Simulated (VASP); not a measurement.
## GaN in VASP 6.6.1, single-point calculation

INCAR

```
LWAVE = .FALSE.
NSW = 0
LREAL = .FALSE.
METAGGA = R2SCAN
ALGO = Normal
ENCUT = 600
SIGMA = 0.01
NELM = 82
LASPH = .TRUE.
EDIFF = 1E-7
LCHARG = .FALSE.
IBRION = -1
ISIF = 2
ISMEAR = 0
NBANDS = 16
PREC = Accurate
```

KPOINTS

```
KPOINTS created by Atomic Simulation Environment
0
Gamma
10 10 10
0 0 0
```

POSCAR

```
Ga N
 1.0000000000000000
     0.0000000000000000    2.3389106427000002    2.3389106427000002
     2.3389106427000002    0.0000000000000000    2.3389106427000002
     2.3389106427000002    2.3389106427000002    0.0000000000000000
 Ga  N
   1   1
Cartesian
  0.0000000000000000  0.0000000000000000  0.0000000000000000
  1.1694553213500001  1.1694553213500001  1.1694553213500001
```

The recommended PBE PAW datasets give the neutral cell 18 valence electrons.

Command

```
mpirun -np 1 vasp_std
```

OSZICAR

```
N       E                     dE             d eps       ncg     rms          rms(c)
DAV:   1     0.777591646381E+02    0.77759E+02   -0.10307E+04  1624   0.216E+03
DAV:   2    -0.192921677207E+02   -0.97051E+02   -0.90009E+02  1712   0.355E+02
DAV:   3    -0.264582039183E+02   -0.71660E+01   -0.71238E+01  1792   0.789E+01
DAV:   4    -0.265559404977E+02   -0.97737E-01   -0.97723E-01  1896   0.101E+01
DAV:   5    -0.265573119367E+02   -0.13714E-02   -0.13714E-02  1840   0.108E+00    0.679E+00
DAV:   6    -0.216444907533E+02    0.49128E+01   -0.35614E+00  2280   0.382E+01    0.241E+00
DAV:   7    -0.217280732333E+02   -0.83582E-01   -0.34178E-01  1616   0.718E+00    0.166E+00
DAV:   8    -0.217407093753E+02   -0.12636E-01   -0.49426E-02  2160   0.494E+00    0.341E-01
DAV:   9    -0.217382007192E+02    0.25087E-02   -0.13709E-02  2224   0.317E+00    0.154E-01
DAV:  10    -0.217386034271E+02   -0.40271E-03   -0.18973E-03  1816   0.450E-01    0.612E-02
DAV:  11    -0.217385160769E+02    0.87350E-04   -0.25353E-04  1936   0.318E-01    0.229E-02
DAV:  12    -0.217384897977E+02    0.26279E-04   -0.23806E-05  1992   0.745E-02    0.629E-03
DAV:  13    -0.217384919083E+02   -0.21106E-05   -0.17780E-06  1864   0.196E-02    0.285E-03
DAV:  14    -0.217384911757E+02    0.73255E-06   -0.28526E-07  1832   0.468E-03    0.700E-04
DAV:  15    -0.217384911606E+02    0.15134E-07   -0.16974E-08   936   0.277E-03
   1 F= -.21738491E+02 E0= -.21738491E+02  d E =-.731412-123
```

From OUTCAR

```
k-points           NKPTS =     47   k-points in BZ     NKDIM =     47   number of bands    NBANDS=     16

   NELECT =      18.0000    total number of electrons

   dimension x,y,z NGX =    28 NGY =   28 NGZ =   28
   dimension x,y,z NGXF=    56 NGYF=   56 NGZF=   56

  energy-cutoff  :      600.00
  volume of cell :       25.59
      direct lattice vectors                 reciprocal lattice vectors
     0.000000000  2.338910643  2.338910643    -0.213774734  0.213774734  0.213774734
     2.338910643  0.000000000  2.338910643     0.213774734 -0.213774734  0.213774734
     2.338910643  2.338910643  0.000000000     0.213774734  0.213774734 -0.213774734

 k-points in reciprocal lattice and weights: KPOINTS created by Atomic Simulation Env
   0.00000000  0.00000000  0.00000000       0.001
   0.10000000  0.00000000  0.00000000       0.008
   0.20000000  0.00000000  0.00000000       0.008
   0.30000000  0.00000000  0.00000000       0.008
   0.40000000  0.00000000  0.00000000       0.008
   0.50000000  0.00000000  0.00000000       0.004
   0.10000000  0.10000000  0.00000000       0.006
   0.20000000  0.10000000  0.00000000       0.024
   ...

 E-fermi :   4.0423

 k-point     1 :       0.0000    0.0000    0.0000
  band No.  band energies     occupation
      1     -11.9597      2.00000
      2      -9.9257      2.00000
      3      -9.9257      2.00000
      4      -9.9257      2.00000
      5      -9.6783      2.00000
      6      -9.6783      2.00000
      7       3.8772      2.00000
      8       3.8772      2.00000
      9       3.8772      2.00000
     10       5.2539      0.00000
     11      14.1527      0.00000
     12      14.1528      0.00000
     13      14.1528      0.00000
     14      20.8628      0.00000
     15      22.7160      0.00000
     16      22.7161      0.00000

 k-point     2 :       0.1000    0.0000    0.0000
  band No.  band energies     occupation
      1     -11.8751      2.00000
      2      -9.9155      2.00000
      3      -9.9155      2.00000
      4      -9.8778      2.00000
      5      -9.6790      2.00000
      6      -9.6790      2.00000
      7       2.7383      2.00000
      8       3.7825      2.00000
      9       3.7825      2.00000
     10       6.1937      0.00000
     11      13.6545      0.00000
     12      14.3017      0.00000
     13      14.3018      0.00000
     14      21.2521      0.00000
     15      21.3946      0.00000
     16      21.3946      0.00000

 k-point     3 :       0.2000    0.0000    0.0000
  band No.  band energies     occupation
      1     -11.6712      2.00000
      2      -9.8917      2.00000
      3      -9.8917      2.00000
      4      -9.6966      2.00000
      5      -9.6778      2.00000
      6      -9.6778      2.00000
      7       1.0196      2.00000
      8       3.5487      2.00000
      9       3.5488      2.00000
     10       7.2977      0.00000
     11      12.8955      0.00000
     12      14.5499      0.00000
     13      14.5500      0.00000
     14      20.2475      0.00000
     15      20.6441      0.00000
     16      20.6441      0.00000

 ...

  Total       -2.7473918     -2.7473918     -2.7473918     -0.0000000     -0.0000000      0.0000000
  in kB     -172.0126139   -172.0126139   -172.0126139     -0.0000000     -0.0000000      0.0000000
  external PRESSURE =    -172.0126139 kB  Pullay stress =       0.0000000 kB

 POSITION                                       TOTAL-FORCE (eV/Angst)
 -----------------------------------------------------------------------------------
      0.00000      0.00000      0.00000        -0.000000     -0.000000     -0.000000
      1.16946      1.16946      1.16946         0.000000      0.000000      0.000000
 -----------------------------------------------------------------------------------
    total drift:                                0.000028      0.000028      0.000028

  FREE ENERGIE OF THE ION-ELECTRON SYSTEM (eV)
  ---------------------------------------------------
  free  energy   TOTEN  =       -21.7384911606 eV

  energy  without entropy=      -21.7384911606  energy(sigma->0) =      -21.73849116
```

It converged. Results: gap between bands v and c on the k mesh 1.38 eV; least direct gap on the k mesh 1.38 eV; pressure -17.2 GPa. Band v is the last that the valence electrons fill when counted band by band, and c is the next.

For comparison, a separate r²SCAN run of the intended cell, on usual settings and not on those above, gives a gap of 1.38 eV on its mesh and a pressure of -17.2 GPa.

The run above took about 92 s on one core of a shared host (Intel Xeon Platinum 8488C) and held 0.18 GiB at most.
